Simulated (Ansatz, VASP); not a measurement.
**One calculation of Bi, two programs**

POSCAR

```
Bi
1.0
    3.4885980000     -3.1325780000      0.0000000000
    3.4885980000      3.1325780000      0.0000000000
   -1.2602350000      0.0000000000      3.1135500000
Bi
2
Direct
    0.2469390000      0.2469390000      0.1426180000
    0.7530610000      0.7530610000      0.8573820000
```

The input INCAR.step1:

```
SYSTEM = Bi
PREC     = Accurate       ! precision mode
ENCUT    = 520            ! plane-wave cutoff, eV
ISMEAR   = 0              ! smearing method
SIGMA    = 0.1            ! smearing width, eV
LREAL    = .False.        ! projectors in reciprocal space
LASPH    = .True.         ! aspherical terms in the spheres
NELM     = 100            ! most SCF steps
NBANDS   = 22             ! bands
GGA      = PE             ! functional
ALGO     = Normal         ! electronic algorithm
EDIFF    = 1E-4           ! SCF threshold, eV
LWAVE    = .True.         ! write WAVECAR
LCHARG   = .False.        ! write CHGCAR
```

File INCAR.step2:

```
SYSTEM = Bi
PREC     = Accurate       ! precision mode
ENCUT    = 520            ! plane-wave cutoff, eV
EDIFF    = 1E-6           ! SCF threshold, eV
ISMEAR   = 0              ! smearing method
SIGMA    = 0.1            ! smearing width, eV
LREAL    = .False.        ! projectors in reciprocal space
LASPH    = .True.         ! aspherical terms in the spheres
NELM     = 100            ! most SCF steps
ALGO     = Normal         ! electronic algorithm
ISIF     = 2              ! what is computed and relaxed
LWAVE    = .False.        ! write WAVECAR
LCHARG   = .True.         ! write CHGCAR
METAGGA  = R2SCAN         ! meta-GGA
LMIXTAU  = .True.       
LELF     = .True.         ! ELF
LVHAR    = .True.       
NBANDS   = 22             ! bands
ISTART   = 1
```

KPOINTS

```
Automatic mesh
0
Gamma
  4 4 6
  0 0 0
```

Input for Ansatz:

```yaml
crystal:
  lattice:
    - [3.488598, -3.132578, 0.0]
    - [3.488598, 3.132578, 0.0]
    - [-1.260235, 0.0, 3.11355]
  atoms:
    - { symbol: Bi, position: [0.246939, 0.246939, 0.142618] }
    - { symbol: Bi, position: [0.753061, 0.753061, 0.857382] }
basis:
  ecutwfc: 500
kpoints:
  mp_grid: { grid: [4, 4, 6] }
hamiltonian:
  xc: r2scan
scf:
  occupations: { method: gaussian, width: 0.1 }
output:
  forces: true
  stress: true
  eigenvalues: true
```

This isn't the form of Bi at room conditions, which is rhombohedral.

Alike in both runs: task single point; functional r2SCAN; k mesh 4 × 4 × 6; occupations gaussian, width 0.1 eV; no spin polarisation.

```csv
,VASP,Ansatz
version,VASP 6.6.1,Ansatz 0.2.0
potentials or method,"VASP PAW PBE potentials, release 64 (Bi_d)","scalar-relativistic, plane waves, PAW"
plane-wave cutoff (eV),520,500
valence electrons in the cell,30,30
```

```csv
,VASP,Ansatz,Ansatz less VASP
gap on the k mesh at the Fermi level (eV),none,none,-
pressure (GPa),-0.9,-0.9,+0.04
largest component of the traceless stress (GPa),1.02,1.01,-0.014
rms of the force components (eV/Å),0.116,0.118,+0.0015
```

Atom by atom the forces differ by 0.002 eV/Å (rms over components). A gap of «none» marks a metal or a gap that the smearing closes.

Caveats: the PAW data sets were made with another functional, which shifts forces and pressure a little (VASP); spin-orbit coupling is left out, which moves the levels of the heavy elements.
